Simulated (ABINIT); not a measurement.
# ZnS (Wurtzite-2H) (P6_3mc) in ABINIT: further runs

Aim: see how the results for ZnS (Wurtzite-2H) move with the level of theory and the settings. Levels: PBEsol, AM05. Tasks: single point.

All numbers are computed with ABINIT 10.8.3 (patched build); they aren't measurements. Logs are shortened: lines on timing, memory, paths and dates and some standing lists are left out, and cuts for length are marked. The log counts tension as positive stress, the text compression.

**The experiment to reproduce.**

From a printed reference work, monograph, for a bulk crystal of ZnS at 4 K: band gap 3.911 eV (direct).

The runs below are set against these values where they give the same quantity.

## Step 1: The crystal as given

Symmetry: P6_3mc, No. 186, hexagonal system. Conventional cell: a = 3.811 Å, b = 3.811 Å, c = 6.234 Å, α = 90.00°, β = 90.00°, γ = 120.00°. Around Zn (site symmetry 3m) lie 4 S at 2.31 to 2.40 Å. S (site symmetry 3m) is surrounded by 4 Zn at 2.31 to 2.40 Å.

## Step 2: Single point, PBEsol

Contents of run.abi:

```
pp_dirpath "./"
pseudos "Zn.upf, S.upf"

acell 3*1.0 Angstrom
rprim
     3.8110000000     0.0000000000     0.0000000000
    -1.9055000000     3.3004228138     0.0000000000
     0.0000000000     0.0000000000     6.2340000000
ntypat 2
znucl 30 16
natom 4
typat 1 1 2 2
xred
     0.6666666667     0.3333333333     0.5000000000
     0.3333333333     0.6666666667     0.0000000000
     0.6666666667     0.3333333333     0.8850000000
     0.3333333333     0.6666666667     0.3850000000

ecut 38.0

kptopt 1
ngkpt 6 6 4
nshiftk 1
shiftk 0.0 0.0 0.0

ixc -116133

nband 32
occopt 3
tsmear 0.00183747

nstep 100
tolvrs 1.0e-10

iomode 3
prtwf 0
prtden 0
prteig 0
prtebands 0
enunit 1
prtvol 2
```

Potentials or basis: PseudoDojo NC SR PBEsol v0.4.1 standard.

Command:

```console
$ mpirun --bind-to none -np 4 abinit run.abi > log 2>&1
```

run.abo:

```text
.Version 10.8.3 of ABINIT
 Symmetries : space group P6_3 m c (#186); Bravais hP (primitive hexag.)
================================================================================
 Values of the parameters that define the memory need of the present run
     intxc =       0    ionmov =       0      iscf =       7    lmnmax =       6
     lnmax =       6     mgfft =      72  mpssoang =       3    mqgrid =    3270
     natom =       4  nloc_mem =       1    nspden =       1   nspinor =       1
    nsppol =       1      nsym =      12    n1xccc =    2501    ntypat =       2
    occopt =       3   xclevel =       2
       mpw =        5958          nfft =      115200          nkpt =          21
================================================================================
================================================================================

--------------------------------------------------------------------------------
------------- Echo of variables that govern the present computation ------------
--------------------------------------------------------------------------------
 -outvars: echo values of preprocessed input variables --------
            acell      1.8897261259E+00  1.8897261259E+00  1.8897261259E+00 Bohr
              amu      6.53900000E+01  3.20660000E+01
             ecut      3.80000000E+01 Hartree
           enunit           1
              ixc     -116133
         kptrlatt        6    0    0      0    6    0      0    0    4
          kptrlen      4.32104776E+01
            natom           4
            nband          32
            ngfft          40      40      72
             nkpt          21
            nstep         100
             nsym          12
           ntypat           2
           occopt           3
           prtden           0
        prtebands           0
           prteig           0
           prtvol           2
            prtwf           0
            rprim      3.8110000000E+00  0.0000000000E+00  0.0000000000E+00
                      -1.9055000000E+00  3.3004228138E+00  0.0000000000E+00
                       0.0000000000E+00  0.0000000000E+00  6.2340000000E+00
          spgroup         186
           tolvrs      1.00000000E-10
           tsmear      1.83747000E-03 Hartree
            typat      1  1  2  2
           xangst      1.9055000000E+00  1.1001409379E+00  3.1170000000E+00
                      -3.3695573426E-16  2.2002818759E+00  0.0000000000E+00
                       1.9055000000E+00  1.1001409379E+00  5.5170900000E+00
[... 271 lines left out ...]
   3.40020    3.43042    6.94276    7.53827    9.35777   10.33210   10.39540   11.15418
 kpt#   3, nband= 32, wtk=  0.04167, kpt=  0.3333  0.0000  0.0000 (reduced coord)
-120.95030 -120.95030  -75.26893  -75.26889  -75.26883  -75.26879  -75.26516  -75.26504
  -8.89706   -8.29974   -2.73144   -2.62114   -2.61090   -2.49769   -2.47626   -2.32783
  -2.27227   -2.23483   -2.15169   -1.87035   -0.98113    0.06670    0.59103    1.69619
   2.70664    2.90759    7.37294    7.77981    9.18344   10.33057   10.77039   11.99705
 kpt#   4, nband= 32, wtk=  0.02083, kpt=  0.5000  0.0000  0.0000 (reduced coord)
-120.95030 -120.95030  -75.26894  -75.26894  -75.26885  -75.26879  -75.26512  -75.26505
[... 73 lines left out ...]
 kpt#  19, nband= 32, wtk=  0.04167, kpt=  0.1667  0.1667  0.5000 (reduced coord)
-120.95030 -120.95030  -75.26890  -75.26890  -75.26884  -75.26884  -75.26509  -75.26509
  -8.69735   -8.69735   -2.70705   -2.70705   -2.60286   -2.60286   -2.53574   -2.53574
  -2.20818   -2.20818   -2.16903   -2.16903    0.07019    0.07019    1.95229    1.95229
   2.15918    2.15918    8.32894    8.32894    9.33944    9.33944   10.52491   10.52491
 kpt#  20, nband= 32, wtk=  0.08333, kpt=  0.3333  0.1667  0.5000 (reduced coord)
-120.95030 -120.95030  -75.26893  -75.26893  -75.26885  -75.26885  -75.26508  -75.26508
  -8.41519   -8.41519   -2.64528   -2.64528   -2.51778   -2.51778   -2.43016   -2.43016
  -2.21032   -2.21032   -2.03465   -2.03465   -0.96591   -0.96591    1.25116    1.25116
   2.27547    2.27547    7.85637    7.85637    9.40719    9.40719   11.12760   11.12760
 kpt#  21, nband= 32, wtk=  0.01389, kpt=  0.3333  0.3333  0.5000 (reduced coord)
-120.95030 -120.95030  -75.26891  -75.26891  -75.26889  -75.26889  -75.26507  -75.26507
  -8.31838   -8.31838   -2.54818   -2.54818   -2.53822   -2.53822   -2.34291   -2.34291
  -2.27101   -2.27101   -1.88267   -1.88267   -1.15450   -1.15450    0.50563    0.50563
   2.40274    2.40274    8.09195    8.09195    9.98718    9.98718   10.89098   10.89098
 Total charge density [el/Bohr^3]
)     Maximum=    4.4104E+00  at reduced coord.    0.7500    0.3750    0.5000
)Next maximum=    4.4104E+00  at reduced coord.    0.6250    0.3750    0.5000
)     Minimum=    1.7809E-03  at reduced coord.    0.0000    0.0000    0.1806
)Next minimum=    1.7809E-03  at reduced coord.    0.0000    0.0000    0.6806
   Integrated=    5.2000E+01

--- !EnergyTerms
iteration_state     : {dtset: 1, }
comment             : Components of total free energy in Hartree
kinetic             :  1.92403288028626E+02
hartree             :  1.84261334700795E+02
xc                  : -5.08251670335136E+01
Ewald energy        : -2.14807532279883E+02
psp_core            :  6.93642576221856E+00
local_psp           : -4.64954254865597E+02
non_local_psp       : -9.29997478729994E+01
internal            : -4.39985653560353E+02
'-kT*entropy'       : -1.29080086584035E-12
total_energy        : -4.39985653560354E+02
total_energy_eV     : -1.19726195617212E+04
band_energy         : -5.34698797381178E+01
...

 Cartesian components of stress tensor (hartree/bohr^3)
  sigma(1 1)=  3.85334928E-05  sigma(3 2)=  0.00000000E+00
  sigma(2 2)=  3.85334930E-05  sigma(3 1)=  0.00000000E+00
  sigma(3 3)=  1.01562075E-04  sigma(2 1)=  0.00000000E+00

-Cartesian components of stress tensor (GPa)         [Pressure= -1.7518E+00 GPa]
- sigma(1 1)=  1.13369450E+00  sigma(3 2)=  0.00000000E+00
- sigma(2 2)=  1.13369451E+00  sigma(3 1)=  0.00000000E+00
- sigma(3 3)=  2.98805942E+00  sigma(2 1)=  0.00000000E+00

== END DATASET(S) ==============================================================
================================================================================

 -outvars: echo values of variables after computation  --------
            acell      1.8897261259E+00  1.8897261259E+00  1.8897261259E+00 Bohr
           etotal     -4.3998565356E+02
            fcart     -5.7429169400E-26 -3.6472421054E-25  5.9767119994E-03
                       1.9143056467E-26  2.9841071771E-25  5.9767119994E-03
                       1.9292611595E-26  3.3243092106E-26 -5.9767119994E-03
                       1.8993501338E-26  3.3070400719E-26 -5.9767119994E-03
            rprim      3.8110000000E+00  0.0000000000E+00  0.0000000000E+00
                      -1.9055000000E+00  3.3004228138E+00  0.0000000000E+00
                       0.0000000000E+00  0.0000000000E+00  6.2340000000E+00
           strten      3.8533492850E-05  3.8533493029E-05  1.0156207549E-04
                       0.0000000000E+00  0.0000000000E+00  0.0000000000E+00
           xangst      1.9055000000E+00  1.1001409379E+00  3.1170000000E+00
                      -3.3695573426E-16  2.2002818759E+00  0.0000000000E+00
                       1.9055000000E+00  1.1001409379E+00  5.5170900000E+00
                      -3.3695573426E-16  2.2002818759E+00  2.4000900000E+00
             xred      6.6666666667E-01  3.3333333333E-01  5.0000000000E-01
                       3.3333333333E-01  6.6666666667E-01  0.0000000000E+00
                       6.6666666667E-01  3.3333333333E-01  8.8500000000E-01
                       3.3333333333E-01  6.6666666667E-01  3.8500000000E-01
 Calculation completed.
```

It took 28 s on 4 MPI ranks of AMD EPYC 9R45 (Zen 5), shared host; peak memory 0.4 GiB.

What came out:

```yaml
Free_energy: -11972.6196 eV
Pressure: -1.8 GPa
Largest_force: 0.307 eV/Å
Band_gap_on_the_k_mesh: 2.11 eV, direct
Valence_electrons_inside_the_program's_atomic_spheres: Zn 18.13; S 3.93
```

Forces on the atoms (eV/Å):
```
Zn   0.000  0.000  0.307
Zn   0.000  0.000  0.307
S    0.000  0.000 -0.307
S    0.000  0.000 -0.307
```

## Step 3: Single point, AM05

Contents of run.abi:

```
pp_dirpath "./"
pseudos "Zn.upf, S.upf"

acell 7.2017462609 7.2017462609 11.7805526609
rprim
     1.0000000000     0.0000000000     0.0000000000
    -0.5000000000     0.8660254038     0.0000000000
     0.0000000000     0.0000000000     1.0000000000
ntypat 2
znucl 30 16
natom 4
typat 1 1 2 2
xred
     0.6666666667     0.3333333333     0.5000000000
     0.3333333333     0.6666666667     0.0000000000
     0.6666666667     0.3333333333     0.8850000000
     0.3333333333     0.6666666667     0.3850000000

ecut 38.0

kptopt 1
ngkpt 6 6 4
nshiftk 1
shiftk 0.0 0.0 0.0

ixc -120135

nband 32
occopt 3
tsmear 0.05 eV

nstep 100
tolvrs 1.0e-10

iomode 3
prtwf 0
prteig 0
prtebands 0
prtvol 2
prtden 1
prtvha 1
prtvclmb 1
prtpot 1
prtelf 1
```

Potentials or basis: PseudoDojo NC SR PBEsol v0.4 stringent.

Command:

```console
$ abinit run.abi > log 2>&1
```

Run time: 2.7 min. Hardware: 1 thread of Arm Neoverse V2, shared host; peak memory 0.14 GiB.

The run converged. Its results:

| Property | Result |
| --- | --- |
| Free energy | -11966.5217 eV |
| Pressure | -1.4 GPa |
| Largest force | 0.299 eV/Å |
| Band gap on the k mesh | 2.20 eV, direct |
| Valence electrons inside the program's atomic spheres | Zn 18.14; S 3.94 |

Forces in eV/Å, atoms in the order of the input:
```
Zn   0.000  0.000  0.299
Zn   0.000  0.000  0.299
S    0.000  0.000 -0.299
S    0.000  0.000 -0.299
```

Stress tensor (GPa, compression positive):
```
-0.80  0.00  0.00
 0.00 -0.80  0.00
 0.00  0.00 -2.58
```

Levels at points of the mesh, in eV from the valence-band top:
```csv
k point,band 24,band 25,band 26,band 27,band 28,band 29
"(0.00, 0.00, 0.00)",-0.02,-0.02,0.00,2.20,2.92,6.21
"(0.50, 0.00, 0.00)",-2.27,-1.57,-0.99,3.56,4.21,5.14
"(0.00, 0.00, 0.50)",-0.46,-0.46,-0.46,3.45,3.45,6.64
"(0.50, 0.00, 0.50)",-1.68,-1.54,-1.54,3.56,3.56,5.07
```

Caveat: the potentials were made for another functional, which shifts forces and pressure.

## Step 4: Comparison with measurements

Step 2. Against the measured gap of ZnS, 3.911 eV (direct; 4 K; a printed reference work, monograph), the calculated 2.11 eV is off by -1.80 eV. The value is that of PBEsol, without temperature or zero-point motion. Semilocal functionals fall short of measured gaps as a rule.

Step 3. Against the measured gap of ZnS, 3.911 eV (direct; 4 K; a printed reference work, monograph), the calculated 2.20 eV is off by -1.71 eV. The value is that of AM05, without temperature or zero-point motion. Semilocal functionals fall short of measured gaps as a rule.
